Q: I'm modelling a CdTe solar absorber and need its band gap. I have results from seven density functionals, and the measured gap is, as a rough recalled value, 1.5 eV. May I take the functional that comes closest?

A: Look first at what the rows share. They all use the same atoms at the same positions, with a cubic edge of 6.41 Å. The gap on path is the distance from the highest filled to the lowest empty level along a line of chosen crystal momenta. The direct gap on path compares the two levels at one and the same momentum.

Kohn-Sham band gaps of zinc-blende CdTe (two-atom cell, fixed geometry) from GPAW 26.7.0, with PAW data sets and a plane-wave cutoff of 600 eV. All runs use a 7×7×7 k mesh and Fermi-Dirac smearing of 0.05 eV, without spin polarisation or spin-orbit coupling. The gaps are taken along a path of special k points.

```
functional                                           potentials  gap on path (eV)  direct gap on path (eV)
       LDA                 GPAW-PAW-data-sets-(gpaw-data-1.2.1)             0.612                    0.612
       PBE                 GPAW-PAW-data-sets-(gpaw-data-1.2.1)             0.871                    0.871
    PBEsol  PAW-data-sets-made-by gpaw-setup-for-the-functional             0.756                    0.756
    revPBE                 GPAW-PAW-data-sets-(gpaw-data-1.2.1)             0.983                    0.983
      RPBE                 GPAW-PAW-data-sets-(gpaw-data-1.2.1)             1.023                    1.023
      BLYP  PAW-data-sets-made-by gpaw-setup-for-the-functional             0.784                    0.784
    r2SCAN                 GPAW-PAW-data-sets-(gpaw-data-1.2.1)             1.373                    1.373
```

Q: The two gaps agree in every row, so the gap is direct. And r2SCAN gives 1.373 eV, only about 0.13 eV short. Isn't that good enough?

A: It would be if the calculation contained everything that the measurement contains. It leaves out spin-orbit coupling, the interaction of an electron's spin with its own orbital motion. That interaction is strong in a heavy atom such as tellurium, and the top of the valence band consists mainly of Te 5p orbitals. If this gap-narrowing effect were all that the calculation lacked, its gap should come out above the measured value, yet every row lies below it. The calculation also holds the atoms still, while 1.5 eV is a room-temperature value; heat narrows the gap too, and the low-temperature gap is recalled as roughly 1.6 eV, so the shortfalls below are if anything too small.

Q: How much would spin-orbit coupling take away?

A: Treat the valence top as a p shell. With spin it holds six states, which the coupling splits into an upper group of four and a lower group of two. To first order their average energy stays where it was, so if the four rise by $x$, the two must fall by $2x$. The splitting is then $\Delta = 3x$, and the valence top rises by $x = \Delta/3$.

The splitting in CdTe is roughly 0.9 eV, a recalled value, so the top rises by about 0.3 eV. The lowest empty state is s-like, has no orbital motion to couple to, and stays put in this approximation. The r2SCAN gap therefore drops from 1.37 to about 1.07 eV, and its shortfall grows from 0.13 to about 0.43 eV. Most of the apparent agreement came from an omission that hid part of the error.

Q: Does the same correction apply to the other rows?

A: Yes, because it depends on the tellurium p shell and hardly on the functional. For LDA it removes about half of a gap that was already only 0.61 eV. No row was computed with the coupling switched on, so the estimate is untested here, and its size rests on the recalled splitting. The argument carries over to CdSe and CdS, where the lighter anion makes the correction smaller.

Q: Then r2SCAN is wrong by less than the others, but still wrong. Can I at least trust the order of the rest? RPBE beats PBE, and PBE beats LDA.

A: That order belongs to this cell. The pressure of each calculation tells you whether the functional is content with it: a positive value means that the crystal would expand if it were allowed to. LDA is nearly content, at −0.5 GPa, whereas RPBE is squeezed by 5.6 GPa. When CdTe expands its gap narrows, so relaxing the cell would cost RPBE much of its advantage. The shared cell is also smaller than that of the real crystal, by roughly one percent in the edge, so all seven gaps are somewhat wider than they would be at the measured size, and the shortfalls, that of r2SCAN included, look somewhat too small.

Q: Would it cost RPBE all of it?

A: Ask how sensitive the gap would have to be. RPBE leads LDA by 0.41 eV and carries 6.0 GPa more pressure, so a gap that changes by 0.07 eV per GPa would cancel the lead. The real coefficient is, roughly recalled, 0.08 eV per GPa. The lead is thus about as large as the effect of the squeezed cell, and it may vanish altogether.

PBE and revPBE are in the same position, BLYP loses its lead even more easily, and PBEsol sits close to the break-even point. Only r2SCAN would need a coefficient far above the real one, about 0.23 eV per GPa. This reasoning assumes that the gap changes in proportion to pressure, which is rough over several GPa. I would use it to judge which leads are fragile, but not to quote relaxed gaps.

Q: So all seven gaps are too small, and r2SCAN only misses by less. Where does the error come from?

A: Part of it lies in what the gap means. The measured gap is the cost of removing an electron from the solid and adding one elsewhere. In exact Kohn-Sham theory the potential jumps by a constant when the added electron enters an empty band, and this jump is part of the true gap. LDA and the gradient-corrected functionals build their potential smoothly from the local density and its slope, so they have no such jump, and the difference between their levels comes out too small.

Q: And the other part?

A: One further part is self-interaction, which is easiest to see in the hydrogen atom. Its single electron has nothing to repel it, yet an approximate functional lets the electron's charge cloud repel itself a little, and the level ends up far too shallow. Now take the opposite limit, an electron spread over a whole crystal: its cloud is so thin that this false repulsion fades away. The filled Cd 4d shell is compact and resembles the first case, while the Te 5p band is closer to the second. The comparison gives the direction of the error only, because in a crystal the other electrons screen the repulsion.

Q: Can I see that in the numbers?

A: You can for PBE and BLYP, the two rows whose individual levels are available. In both, the Cd 4d levels lie a little more than 8 eV below the valence top. Photoemission places them at roughly 10 eV, again a recalled value, so they are too shallow by well over 1 eV, even after the valence top is raised by the spin-orbit estimate. Kohn-Sham levels are not strictly removal energies, but an error of this size and direction is what self-interaction produces.

Q: Why should a misplaced d shell 8 eV down matter for the gap?

A: Levels of the same symmetry repel each other, and more strongly the closer they are. At the zone centre, where the gap lies in these two rows, the 4d shell splits into a threefold and a twofold level, and only the threefold one can mix with the threefold Te 5p top. Mixing pushes the d level down and the p level up. A d shell that is too shallow pushes too hard, so the valence top rises too far and the gap shrinks.

The PBE levels agree with this picture: the threefold d level lies 0.29 eV below its twofold partner. The electric field of four negative neighbours would by itself be expected to put the threefold level on top, so the order found here speaks for the repulsion. It also suggests a size. If only these two levels mixed, the valence top would rise about as far as the d level falls, some 0.3 eV, and the push would weaken in inverse proportion to their distance. Moving the d level from 8.4 to 10 eV below the top would then be expected to widen the gap by only about 0.05 eV. The estimate is rough, but it makes the misplaced d shell a small part of a PBE shortfall of about 0.9 eV.

Q: Why does r2SCAN do better?

A: Its energy also depends on the kinetic energy density, which is built from the orbitals themselves. Different orbitals can then feel different effective potentials, and part of the missing jump can appear directly in the gap. That usually widens gaps, and here r2SCAN lies 0.35 eV above RPBE, the next highest row. Its d levels are not available, so I can't tell you whether they moved as well. The atomic data sets used in the r2SCAN row, which describe the region near each nucleus, were probably made for PBE, and the effect of that mismatch was not tested.

Q: BLYP puzzles me. It is squeezed hardest of all, yet its gap is 0.09 eV below that of PBE.

A: The pressure doesn't cause the gaps here, because every row has the same atoms at the same distances. Gap and pressure do rise together from LDA through PBEsol, PBE and revPBE to RPBE, but BLYP and r2SCAN break that order, and the pressure itself only tells you which way the gap would move if the cell were relaxed. The d shell is probably not to blame either, since it lies slightly deeper in BLYP than in PBE. At the zone centre the second empty level is also slightly farther from the valence top, 4.61 eV against 4.57 eV. So the empty states have not all moved down together: measured from the valence top, only the lowest, s-like level has come closer there. Measured instead from the twofold d level, the valence top has risen by 0.05 eV and the lowest empty level has fallen by 0.04 eV, while the deep Te 5s level has hardly moved. A change of this sign is expected from the functional alone, through the spacing it gives the Cd 5s and Te 5p levels, but the atomic data set differs between these two rows as well, so the table can't separate the two.

Q: What should I put into my solar-cell model, then?

A: Put in the measured gap, and use these calculations for questions that don't hinge on its absolute size. With the LDA gap your absorber would take in light up to a wavelength of about 2000 nm, whereas the real material stops near 830 nm. The model would count infrared photons that CdTe lets through, and so overestimate the current. Even r2SCAN makes this mistake, to a smaller degree, and more strongly once spin-orbit coupling is included. The output below lists the estimate for each row; it applies the same shift of one third of the splitting to all seven, with no constant adjusted to the table.

Printed output of the fit:

```
Fixed cell (LDA row is the reference and its last entry has no meaning):
     row  lead over LDA in eV  pressure in GPa  coefficient that cancels the lead in eV/GPa
     LDA                    0          -0.4531                                            0
     PBE                0.259            3.814                                      0.06069
  PBEsol                0.144             1.26                                      0.08408
  revPBE                0.371            5.101                                       0.0668
    RPBE                0.411             5.58                                      0.06812
    BLYP                0.172            6.501                                      0.02474
  r2SCAN                0.761            2.892                                       0.2275
Against a measured gap of roughly 1.5 eV:
     row  shortfall without spin-orbit in eV  gap less one third of the splitting in eV  shortfall with spin-orbit estimate in eV
     LDA                               0.888                                      0.312                                     1.188
     PBE                               0.629                                      0.571                                     0.929
  PBEsol                               0.744                                      0.456                                     1.044
  revPBE                               0.517                                      0.683                                     0.817
    RPBE                               0.477                                      0.723                                     0.777
    BLYP                               0.716                                      0.484                                     1.016
  r2SCAN                               0.127                                      1.073                                     0.427
Ratio of r2SCAN gap to LDA gap: 2.243
r2SCAN gap minus RPBE gap, eV: 0.35
BLYP gap minus PBE gap, eV: -0.087
Rough recalled pressure coefficient of the gap, eV/GPa: 0.08
PBE depth of threefold Cd 4d below valence top, eV: 8.358
PBE depth of twofold Cd 4d below valence top, eV: 8.07
BLYP depth of threefold Cd 4d below valence top, eV: 8.406
BLYP depth of twofold Cd 4d below valence top, eV: 8.12
PBE twofold minus threefold d level at Gamma, eV: 0.2876
PBE mean 4d level too shallow against roughly 10 eV, eV: 1.757
PBE second conduction level at Gamma above valence top, eV: 4.573
BLYP second conduction level at Gamma above valence top, eV: 4.614
Absorption threshold for the LDA gap, nm: 2026
Absorption threshold for a gap of roughly 1.5 eV, nm: 826.7
```
